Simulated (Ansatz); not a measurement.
Input and command of a plane-wave DFT calculation in Ansatz:

```yaml
crystal:
  lattice:
    - [2.5009264718, 0.0, 0.0]
    - [-1.2504632359, 2.1658658576, 0.0]
    - [0.0, 0.0, 7.1492332063]
  atoms:
    - { symbol: B, position: [0.3333333333, 0.6666666667, 0.25] }
    - { symbol: B, position: [0.6666666667, 0.3333333333, 0.75] }
    - { symbol: "N", position: [0.3333333333, 0.6666666667, 0.75] }
    - { symbol: "N", position: [0.6666666667, 0.3333333333, 0.25] }
basis:
  ecutwfc: 500
kpoints:
  mp_grid: { grid: [12, 12, 4] }
hamiltonian:
  xc: r2scan
scf:
  occupations: { method: gaussian, width: 0.02 }
output:
  forces: true
  stress: true
  eigenvalues: true
```

```bash
ansatz run input.yaml --threads 1 --pin off --max-ram 2560MiB --backend cpu --events-out ev --progress --plain --runs-dir out
```

Processor: Arm Neoverse V1, 1 thread, on a host shared with other jobs.

Problem. Estimate time, memory and problem size.

Solution. About 4.3 s on 1 thread of Arm Neoverse V1, with other jobs on the host, peak memory 0.39 GiB. It solves 12 bands at 57 k points (the mesh reduced by the symmetry that the task leaves, which can be less than the crystal's) with about 993 plane waves, in 7 SCF iterations.
